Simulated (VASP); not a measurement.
A run of VASP 6.6.1 is set up as follows.

Contents of POSCAR:

```
Al2Cu
1.0
    4.1051820000      0.0000000000      0.0000000000
    0.0000000000      4.1051820000      0.0000000000
    0.0000000000      0.0000000000      2.8913130000
Al Cu
2 1
Direct
    0.5000000000      0.0000000000      0.5000000000
    0.0000000000      0.5000000000      0.5000000000
    0.0000000000      0.0000000000      0.0000000000
```

The input INCAR.step1:

```
PREC = Accurate
ENCUT = 520
ISMEAR = -1
SIGMA = 0.03
LREAL = False
LASPH = True
NELM = 100
NBANDS = 16
GGA = PE
ALGO = Normal
EDIFF = 1E-4
LWAVE = True
LCHARG = False
```

File INCAR.step2:

```
PREC = Accurate
ENCUT = 520
EDIFF = 1E-6
ISMEAR = -1
SIGMA = 0.03
LREAL = False
LASPH = True
NELM = 100
ALGO = Normal
ISIF = 2
LWAVE = False
LCHARG = False
METAGGA = R2SCAN
LMIXTAU = True
NBANDS = 16
ISTART = 1
```

File KPOINTS:

```
Automatic mesh
0
Gamma
  9 9 13
```

Potentials or basis: VASP PAW PBE potentials, release 64 (Al, Cu).

Run with:

```sh
$ cat potpaw_PBE.64/Al/POTCAR potpaw_PBE.64/Cu/POTCAR > POTCAR
$ cp INCAR.step1 INCAR
$ mpirun -np 1 vasp_std > vasp.out
$ cp INCAR.step2 INCAR
$ mpirun -np 1 vasp_std > vasp.out
```

Q: Estimate the band gap on the k mesh.

A: None (metal or under the smearing width).

Q: What does it give for the pressure?

A: -2.4 GPa.

Stress tensor (GPa, compression positive):
```
-1.91  0.00  0.00
 0.00 -1.91  0.00
 0.00  0.00 -3.30
```

Caveat: the PAW data sets were made with another functional, which shifts forces and pressure a little.
